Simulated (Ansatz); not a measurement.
Input of an Ansatz 0.2.0 run:

Contents of input.yaml:

```yaml
crystal:
  lattice:
    - [6.107, -1.51855, 0.0]
    - [6.107, 1.51855, 0.0]
    - [-1.3859888959, 0.0, 5.630008738]
  atoms:
    - { symbol: Ga, position: [0.34134, 0.34134, 0.68598] }
    - { symbol: Ga, position: [0.65866, 0.65866, 0.31402] }
    - { symbol: Ga, position: [0.9095, 0.9095, 0.2054] }
    - { symbol: Ga, position: [0.0905, 0.0905, 0.7946] }
    - { symbol: O, position: [0.5041, 0.5041, 0.7434] }
    - { symbol: O, position: [0.4959, 0.4959, 0.2566] }
    - { symbol: O, position: [0.8267, 0.8267, 0.4368] }
    - { symbol: O, position: [0.1733, 0.1733, 0.5632] }
    - { symbol: O, position: [0.8355, 0.8355, 0.8902] }
    - { symbol: O, position: [0.1645, 0.1645, 0.1098] }
hamiltonian:
  xc: pbesol
  pseudopotentials: { kind: paw }
  dispersion: d3bj
kpoints:
  mp_grid: { grid: [9, 9, 5] }
scf:
  occupations: { method: fermi_dirac, width: 0.05 }
output:
  forces: true
  stress: true
relax:
  f_tol: 0.01
  max_steps: 40
  cell: { stress_tol: 0.05 }
```

Potentials or basis: Ansatz PAW.

Command:

```bash
$ ansatz run input.yaml --threads 4 --pin off --max-ram 11264MiB --backend cpu --events-out ev --progress --plain --runs-dir out
```

(1) Predict the space group after relaxing (to 0.05 Å).

(2) Predict the relaxed volume.

Answers

(1) C2/m (No. 12).

(2) 10.40 Å³/atom.

Caveat: the pressure holds a Pulay correction of +0.8 GPa for the finite cutoff; the PAW data sets come from PBE, with cores solved anew for the run's functional, which leaves a small shift of forces and pressure.
